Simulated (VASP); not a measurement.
# PbS (P3m1) in VASP: a series of runs

The runs below take PbS through single point, with PBE.

Everything below comes from runs of VASP 6.6.1. Logs are shortened: lines on timing, memory, paths and dates and some standing lists are left out, and cuts for length are marked.

## (1) The cell of the first run

It takes space group P3m1 (No. 156, trigonal). Conventional cell: a = 4.090 Å, b = 4.090 Å, c = 3.788 Å, α = 90.00°, β = 90.00°, γ = 120.00°. Pb (site symmetry 3m) is surrounded by 6 S at 2.94 to 3.12 Å. S (site symmetry 3m) has 6 Pb at 2.94 to 3.12 Å as nearest neighbours.

Measurements of this composition are mostly on another form, of space group No. 225.

## (2) Single point, PBE (one atom moved)

File INCAR:

```
  PREC = Accurate
  ENCUT = 520
  EDIFF = 1E-7
  ISMEAR = 0
  SIGMA = 0.1
  LREAL = F
  LASPH = T
  NELM = 100
  ALGO = Fast
  ISIF = 2
  LWAVE = F
  LCHARG = F
  GGA = PE
  NBANDS = 17
```

File KPOINTS:

```
Automatic mesh
0
Gamma
  12 12 10
```

File POSCAR:

```
PbS
1.0
    4.0896976867      0.0000000000      0.0000000000
   -2.0448488433      3.5417820905      0.0000000000
    0.0000000000      0.0000000000      3.7881670000
Pb S
1 1
Direct
    0.0000000000      0.0000000000      0.0000000000
    0.6666666700      0.3333333300      0.5395969871
```

Potentials or basis: VASP PAW PBE potentials, release 64 (Pb_d, S).

Command:

```console
$ cat potpaw_PBE.64/Pb_d/POTCAR potpaw_PBE.64/S/POTCAR > POTCAR
$ mpirun -np 1 vasp_std > vasp.out
```

OUTCAR:

```text
PREC = Accurate
   ENCUT = 520
   EDIFF = 1E-7
   ISMEAR = 0
   LREAL = F
   LASPH = T
   NELM = 100
   ISIF = 2
   GGA = PE

 ion  position               nearest neighbor table
   1  0.000  0.000  0.000-   2 2.94   2 2.94   2 2.94   2 3.12   2 3.12   2 3.12
   2  0.667  0.333  0.540-   1 2.94   1 2.94   1 2.94   1 3.12   1 3.12   1 3.12

  LATTYP: Found a hexagonal cell.
 ALAT       =     4.0896976867
 C/A-ratio  =     0.9262706660

  Lattice vectors:

 A1 = (   4.0896976867,   0.0000000000,   0.0000000000)
 A2 = (  -2.0448488433,   3.5417820905,   0.0000000000)
 A3 = (   0.0000000000,   0.0000000000,   3.7881670000)

Analysis of symmetry for initial positions (statically):
=====================================================================
 Subroutine PRICEL returns:
 Original cell was already a primitive cell.

 Routine SETGRP: Setting up the symmetry group for a
 hexagonal supercell.

 Subroutine GETGRP returns: Found  6 space group operations
 (whereof  6 operations were pure point group operations)
 out of a pool of 24 trial point group operations.

The static configuration has the point symmetry C_3v.

Analysis of symmetry for dynamics (positions and initial velocities):
=====================================================================
 Subroutine PRICEL returns:
 Original cell was already a primitive cell.

 Routine SETGRP: Setting up the symmetry group for a
 hexagonal supercell.

 Subroutine GETGRP returns: Found  6 space group operations
 (whereof  6 operations were pure point group operations)
 out of a pool of 24 trial point group operations.

The dynamic configuration has the point symmetry C_3v.

 Subroutine INISYM returns: Found  6 space group operations
 (whereof  6 operations are pure point group operations),
 and found     1 'primitive' translations

----------------------------------------------------------------------------------------

                                     Primitive cell

  volume of cell :      54.8709

  direct lattice vectors                    reciprocal lattice vectors
     4.089697687  0.000000000  0.000000000     0.244516851  0.141171870  0.000000000
    -2.044848843  3.541782090  0.000000000     0.000000000  0.282343740  0.000000000
[... 82 lines left out ...]
   LASPH  =      T    aspherical Exc in radial PAW
   ENCUT  =  520.0 eV  38.22 Ry    6.18 a.u.   7.60  7.60  7.04*2*pi/ulx,y,z
   NELM   =    100;   NELMIN=  2; NELMDL= -5     # of ELM steps
   EDIFF  = 0.1E-06   stopping-criterion for ELM
   LREAL  =      F    real-space projection
   EDIFFG = 0.1E-05   stopping-criterion for IOM
   NSW    =      0    number of steps for IOM
   IBRION =     -1    ionic relax: 0-MD 1-quasi-New 2-CG
   NFREE  =      0    steps in history (QN), initial steepest desc. (CG)
   ISIF   =      2    stress and relaxation
   ISYM   =      2    0-nonsym 1-usesym 2-fastsym
   POTIM  = 0.5000    time-step for ionic-motion
   TEBEG  =    0.0;   TEEND  =   0.0 temperature during run
   PSTRESS=    0.0 pullay stress
   NELECT =      20.0000    total number of electrons
   NUPDOWN=      -1.0000    fix difference up-down
   EMIN   =  10.00;   EMAX   =-10.00  energy-range for DOS
   EFERMI =   0.00;   METHOD = LEGACY
   ISMEAR =     0;   SIGMA  =   0.10  broadening in eV -4-tet -1-fermi 0-gaus
   EFERMI_NEDOS =   21; number of points for ismear=-14 and -15
   IALGO  =     68    algorithm
   IMIX   =      4    mixing-type and parameters
     AMIX     =   0.40;   BMIX     =  1.00
     AMIX_MAG =   1.60;   BMIX_MAG =  1.00
  volume/ion in A,a.u.               =      27.44       185.14
  Fermi-wavevector in a.u.,A,eV,Ry     =   1.169421  2.209885 18.606576  1.367545
  Thomas-Fermi vector in A             =   2.305894
   LORBIT       =      0    0 simple, 1 ext, 2 COOP (PROOUT), +10 PAW based schemes
   GGA     = PE    functional components
   LHFCALC =     F    Hartree Fock is set to
   AEXX    =    0.0000 exact exchange contribution
   IVDW    =     0    specifies the selected vdW correction
   LEPSILON=     F    determine dielectric tensor
   LRPA    =     F    only Hartree local field effects (RPA)
 non-spin polarized calculation
 RMM-DIIS sequential band-by-band and
 Gauss-broadening in eV      SIGMA  =   0.10
  energy-cutoff  :      520.00
  volume of cell :       54.87
 maximum number of plane-waves:      1506
   NGX = 15   NGY = 15   NGZ = 15

 number of electron      19.9999998 magnetization

 Free energy of the ion-electron system (eV)
  ---------------------------------------------------
  ext. energy  EPLUGINS =         0.00000000
  ---------------------------------------------------
  free energy    TOTEN  =        -8.53525972 eV

  energy without entropy =       -8.53475479  energy(sigma->0) =       -8.53500726

 E-fermi :   5.1364     XC(G=0):  -9.4287

 val. band max:        5.0415391946   @ k =   0.3333   0.2500   0.0000
 cond. band min:       5.1459359844   @ k =   0.0000   0.0000   0.5000
 fundamental gap:      0.1043967897
 Fermi energy:         5.1364417555

 k-point     1 :       0.0000    0.0000    0.0000
  band No.  band energies     occupation
      1     -11.6918      2.00000
      2     -11.6688      2.00000
      3     -11.6688      2.00000
      4     -11.5710      2.00000
      5     -11.5710      2.00000
      6      -8.0000      2.00000
[... 457 lines left out ...]
      4     -11.5850      2.00000
      5     -11.5771      2.00000
      6      -7.7146      2.00000
[... 9 lines left out ...]
     16      14.9503      0.00000
     17      15.4363      0.00000

 [... further k-points ...]

------------------------ aborting loop because EDIFF is reached ----------------------------------------

  FORCE on cell =-STRESS in cart. coord.  units (eV):
  Direction    XX          YY          ZZ          XY          YZ          ZX
  --------------------------------------------------------------------------------------
  -------------------------------------------------------------------------------------
  Total        0.0279119      0.0279119      0.2348559      0.0000000      0.0000000     -0.0000000
  in kB        0.8150000      0.8150000      6.8575646      0.0000000      0.0000000     -0.0000000
  external PRESSURE =       2.8291882 kB  Pullay stress =       0.0000000 kB

 VOLUME and BASIS-vectors are now :
 -----------------------------------------------------------------------------
  energy-cutoff  :      520.00
  volume of cell :       54.87
      direct lattice vectors                 reciprocal lattice vectors
     4.089697687  0.000000000  0.000000000     0.244516851  0.141171870  0.000000000
    -2.044848843  3.541782090  0.000000000     0.000000000  0.282343740  0.000000000
     0.000000000  0.000000000  3.788167000     0.000000000  0.000000000  0.263979914

 POSITION                                       TOTAL-FORCE (eV/Angst)
 -----------------------------------------------------------------------------------
      0.00000      0.00000      0.00000         0.000000     -0.000000     -0.123457
      2.04485      1.18059      2.04408        -0.000000      0.000000      0.123457
 -----------------------------------------------------------------------------------
    total drift:                               -0.000011      0.000006      0.000123

  FREE ENERGIE OF THE ION-ELECTRON SYSTEM (eV)
  ---------------------------------------------------
  free  energy   TOTEN  =        -8.5352597189 eV

  energy  without entropy=       -8.5347547923  energy(sigma->0) =       -8.53500726
```

OSZICAR:

```text
N       E                     dE             d eps       ncg     rms          rms(c)
DAV:   1     0.160242791208E+03    0.16024E+03   -0.96279E+03  5533   0.122E+03
DAV:   2     0.331280932943E+01   -0.15693E+03   -0.15112E+03  5850   0.313E+02
DAV:   3    -0.883413723758E+01   -0.12147E+02   -0.12006E+02  7154   0.926E+01
DAV:   4    -0.913421977740E+01   -0.30008E+00   -0.29979E+00  7155   0.161E+01
DAV:   5    -0.914588719407E+01   -0.11667E-01   -0.11667E-01  8156   0.305E+00    0.451E+00
RMM:   6    -0.854136991745E+01    0.60452E+00   -0.68270E-01  6799   0.432E+00    0.306E+00
RMM:   7    -0.853628903714E+01    0.50809E-02   -0.18301E-01  8600   0.288E+00    0.187E+00
RMM:   8    -0.853861913852E+01   -0.23301E-02   -0.30125E-02  6594   0.136E+00    0.326E-01
RMM:   9    -0.853474650419E+01    0.38726E-02   -0.72877E-03  7806   0.827E-01    0.148E-01
RMM:  10    -0.853514341387E+01   -0.39691E-03   -0.32800E-03  7796   0.514E-01    0.696E-02
RMM:  11    -0.853528592996E+01   -0.14252E-03   -0.10222E-03  8617   0.244E-01    0.578E-02
RMM:  12    -0.853527054660E+01    0.15383E-04   -0.11929E-04  9116   0.893E-02    0.350E-02
RMM:  13    -0.853526654422E+01    0.40024E-05   -0.15260E-05  8089   0.440E-02    0.287E-02
RMM:  14    -0.853525958580E+01    0.69584E-05   -0.11474E-05  7082   0.203E-02    0.272E-03
RMM:  15    -0.853525968653E+01   -0.10073E-06   -0.23181E-06  8274   0.125E-02    0.123E-03
RMM:  16    -0.853525971890E+01   -0.32373E-07   -0.28276E-07  5425   0.509E-03
   1 F= -.85352597E+01 E0= -.85350073E+01  d E =-.504927E-03
```

stdout:

```text
POSCAR found type information on POSCAR PbS
 POSCAR found :  2 types and       2 ions
 scaLAPACK will be used
 LDA part: xc-table for (Slater+PW92), standard interpolation
 POSCAR, INCAR and KPOINTS ok, starting setup
 FFT: planning ... GRIDC
 FFT: planning ... GRID_SOFT
 FFT: planning ... GRID
 WAVECAR not read
 entering main loop
WARNING in EDDRMM: call to ZHEGV failed, returncode =   8  4     16
WARNING in EDDRMM: call to ZHEGV failed, returncode =   8  4     17
```

Run time: 1.9 min. Hardware: 1 thread of Intel Xeon Platinum 8488C (Sapphire Rapids), shared host; peak memory 0.27 GiB.

Results:

```
Free energy            : -8.5353 eV
Pressure               : 0.3 GPa
Largest force          : 0.123 eV/Å
Band gap on the k mesh : none (metal or under the smearing width)
```

Forces in eV/Å, atoms in the order of the input:
```
Pb   0.000  0.000 -0.123
S    0.000  0.000  0.123
```

## (3) Single point, PBE (strained and moved within the space group)

File INCAR:

```
SYSTEM = PbS
PREC = Accurate ; ENCUT = 520
EDIFF = 1E-6 ; ISMEAR = 0
SIGMA = 0.1 ; LREAL = .FALSE.
LASPH = .TRUE. ; NELM = 100
ALGO = Normal ; ISIF = 2
LWAVE = .FALSE. ; LCHARG = .FALSE.
GGA = PE ; NBANDS = 17
```

File KPOINTS:

```
Automatic mesh
0
G
  12 12 12
  0 0 0
```

File POSCAR:

```
PbS
1.0
    3.9388696360      0.0000000000      0.0000000000
   -1.9694348180      3.4111611670      0.0000000000
    0.0000000000      0.0000000000      3.8757494210
Pb S
1 1
Direct
    0.0000000000      0.0000000000      0.0000000000
    0.6666666700      0.3333333300      0.5000000000
```

Potentials or basis: VASP PAW PBE potentials, release 64 (Pb_d, S).

Command:

```console
$ cat potpaw_PBE.64/Pb_d/POTCAR potpaw_PBE.64/S/POTCAR > POTCAR
$ mpirun -np 1 vasp_std > vasp.out
```

Wall time 68 s (1 thread of Intel Xeon Platinum 8488C (Sapphire Rapids), shared host); peak memory 0.25 GiB.

Results (log left out):

- Free energy: -8.4878 eV
- Pressure: 1.8 GPa
- Band gap on the k mesh: none (metal or under the smearing width)

Stress tensor (GPa, compression positive):
```
 2.84  0.00  0.00
 0.00  2.84  0.00
 0.00  0.00 -0.33
```

Levels at points of the mesh, in eV from the Fermi level:
```
           k point  band 6  band 7  band 8  band 9  band 10  band 11  band 12  band 13  band 14  band 15
(0.00, 0.00, 0.00)  -13.32   -6.29   -2.62   -1.39    -1.39     4.03     4.03     5.21     6.76     7.72
(0.50, 0.00, 0.00)  -12.07   -8.33   -2.50   -1.77    -1.41     1.71     3.69     5.34     5.56    10.96
(0.00, 0.00, 0.50)  -12.21   -9.28   -0.90   -0.90     0.43     1.50     4.40     4.40     8.60     8.60
(0.50, 0.00, 0.50)  -11.43   -7.36   -4.18   -4.17    -1.29     2.35     2.88     3.23     8.85    10.64
```

The run has no spin-orbit coupling, so splittings on Pb are missing.

## (4) Single point, PBE (one atom moved)

File INCAR:

```
  PREC = Accurate
  ENCUT = 520
  EDIFF = 1E-6
  ISMEAR = 0
  SIGMA = 0.1
  LREAL = F
  LASPH = T
  NELM = 100
  ALGO = Fast
  ISIF = 2
  LWAVE = F
  LCHARG = T
  GGA = PE
  LELF = T
  LVHAR = T
  NBANDS = 17
```

File KPOINTS:

```
Automatic mesh
0
Gamma
  12 12 10
```

File POSCAR:

```
PbS
1.0
    4.0896976867      0.0000000000      0.0000000000
   -2.0448488433      3.5417820905      0.0000000000
    0.0000000000      0.0000000000      3.7881670000
Pb S
1 1
Direct
    0.0000000000      0.0000000000      0.0000000000
    0.6886731866      0.3333333300      0.5000000000
```

Potentials or basis: VASP PAW PBE potentials, release 64 (Pb_d, S).

Command:

```console
$ cat potpaw_PBE.64/Pb_d/POTCAR potpaw_PBE.64/S/POTCAR > POTCAR
$ mpirun -np 1 vasp_std > vasp.out
```

OUTCAR:

```text
PREC = Accurate
   ENCUT = 520
   EDIFF = 1E-6
   ISMEAR = 0
   LREAL = F
   LASPH = T
   NELM = 100
   ISIF = 2
   GGA = PE

 ion  position               nearest neighbor table
   1  0.000  0.000  0.000-   2 2.97   2 2.97   2 3.03   2 3.03   2 3.09   2 3.09
   2  0.689  0.333  0.500-   1 2.97   1 2.97   1 3.03   1 3.03   1 3.09   1 3.09

  LATTYP: Found a hexagonal cell.
 ALAT       =     4.0896976867
 C/A-ratio  =     0.9262706660

  Lattice vectors:

[... 666 lines left out ...]

 [... further k-points ...]

------------------------ aborting loop because EDIFF is reached ----------------------------------------

  FORCE on cell =-STRESS in cart. coord.  units (eV):
  Direction    XX          YY          ZZ          XY          YZ          ZX
  --------------------------------------------------------------------------------------
  -------------------------------------------------------------------------------------
  Total       -0.0328516     -0.0160579      0.0150738      0.0011341      0.0000000      0.0000000
  in kB       -0.9592335     -0.4688738      0.4401405      0.0331151      0.0000000      0.0000000
  external PRESSURE =      -0.3293223 kB  Pullay stress =       0.0000000 kB

 VOLUME and BASIS-vectors are now :
 -----------------------------------------------------------------------------
  energy-cutoff  :      520.00
  volume of cell :       54.87
      direct lattice vectors                 reciprocal lattice vectors
     4.089697687  0.000000000  0.000000000     0.244516851  0.141171870  0.000000000
    -2.044848843  3.541782090  0.000000000     0.000000000  0.282343740  0.000000000
     0.000000000  0.000000000  3.788167000     0.000000000  0.000000000  0.263979914

 POSITION                                       TOTAL-FORCE (eV/Angst)
 -----------------------------------------------------------------------------------
      0.00000      0.00000      0.00000         0.151425      0.000420      0.000000
      2.13485      1.18059      1.89408        -0.151425     -0.000420      0.000000
 -----------------------------------------------------------------------------------
    total drift:                                0.000343     -0.000009      0.000000

  FREE ENERGIE OF THE ION-ELECTRON SYSTEM (eV)
  ---------------------------------------------------
  free  energy   TOTEN  =        -8.5177814810 eV

  energy  without entropy=       -8.5170186143  energy(sigma->0) =       -8.51740005
```

It took 4.6 min on 1 thread of Intel Xeon Platinum 8488C (Sapphire Rapids), shared host; peak memory 0.48 GiB.

Results:

| Quantity | Value |
| --- | --- |
| Free energy | -8.5178 eV |
| Pressure | 0.0 GPa |
| Largest force | 0.151 eV/Å |
| Band gap on the k mesh | none (metal or under the smearing width) |

Forces in eV/Å, atoms in the order of the input:
```
Pb   0.151  0.000  0.000
S   -0.151  0.000  0.000
```

Stress tensor (GPa, compression positive):
```
-0.10  0.00  0.00
 0.00 -0.05  0.00
 0.00  0.00  0.04
```
